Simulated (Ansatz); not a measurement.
**Sr: two-dimensional strain map**

These are results of DFT PBE, scalar-relativistic, plane waves, PAW (Ansatz), not measurements. Cutoff 420 eV, Γ-centred 14×14×14 k-points, Gaussian smearing of 0.15 eV. No spin polarisation. Energies are free energies at this smearing, counted from the undisturbed cell; pressure is positive in compression.

The undisturbed cell (as given, not relaxed at this level; it stands at -0.3 GPa):

```
Sr
1.0
     0.00000    3.04235    3.04235
     3.04235    0.00000    3.04235
     3.04235    3.04235    0.00000
Sr
1
Direct
  0.00000 0.00000 0.00000
```

The cell is strained by p along both x and y and by q along z, fractional coordinates fixed. Points are written (p, q).

p was sampled at -0.050, -0.025, 0.000, 0.025, 0.050 and q at -0.050, -0.025, 0.000, 0.025, 0.050.

Q: Where on the computed points is the energy highest, and how high?

A: At (0.050, 0.050): 53.8 meV/atom.

Q: Away from (0, 0), which computed point is lowest?

A: (0.000, -0.025): -1.0 meV/atom.

The map, in meV/atom:

```
 p \ q  -0.050  -0.025  0.000  0.025  0.050
-0.050    33.4    20.9   12.6    8.5    8.3
-0.025    11.0     3.9    0.4    0.5    4.1
 0.000     1.2    -1.0    0.0    4.1   11.2
 0.025     2.3     4.8   10.0   17.8   28.3
 0.050    12.8    19.7   28.9   40.2   53.8
```